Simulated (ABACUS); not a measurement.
**Zn: single point with TPSS**

Zn:

```
Zn
1.0
    -1.56904    1.56904    1.56904
     1.56904   -1.56904    1.56904
     1.56904    1.56904   -1.56904
Zn
1
Direct
  0.00000 0.00000 0.00000
```

This isn't the form of Zn at room conditions, which is hcp.

```json
{
 "Program": "ABACUS 3.10.1",
 "Task": "single point",
 "Functional": "TPSS",
 "Potentials or basis": "SG15 ONCV 1.2 PBE",
 "Cutoff": "1143 eV",
 "Density cutoff": "4572 eV",
 "Basis": "plane waves",
 "k mesh": "12 × 12 × 12",
 "Occupations": "fermi-dirac, width 0.05 eV",
 "Spin": "no spin polarisation"
}
```

```json
{
  "Pressure": "-5.4 GPa",
  "Band gap on the k mesh": "none (metal or under the smearing width)"
}
```

Levels at points of the mesh, in eV from the Fermi level:
| k point | band 8 | band 9 | band 10 | band 11 | band 12 | band 13 |
| --- | --- | --- | --- | --- | --- | --- |
| (0.00, 0.00, 0.00) | -7.75 | -7.25 | -7.25 | 19.24 | 19.24 | 19.24 |
| (0.50, 0.50, 0.00) | -7.22 | -6.92 | -2.67 | -0.93 | 11.40 | 12.56 |
| (0.50, 0.50, 0.50) | -7.00 | -7.00 | 4.22 | 4.22 | 4.22 | 7.67 |

Run time: 48 s on 4 MPI ranks on Intel(R) Xeon(R) Platinum 8375C CPU @ 2.90GHz (Ice Lake), with other jobs on the host, peak memory 0.24 GiB a rank.

Caveat: the potentials were made for another functional, which shifts forces and pressure.
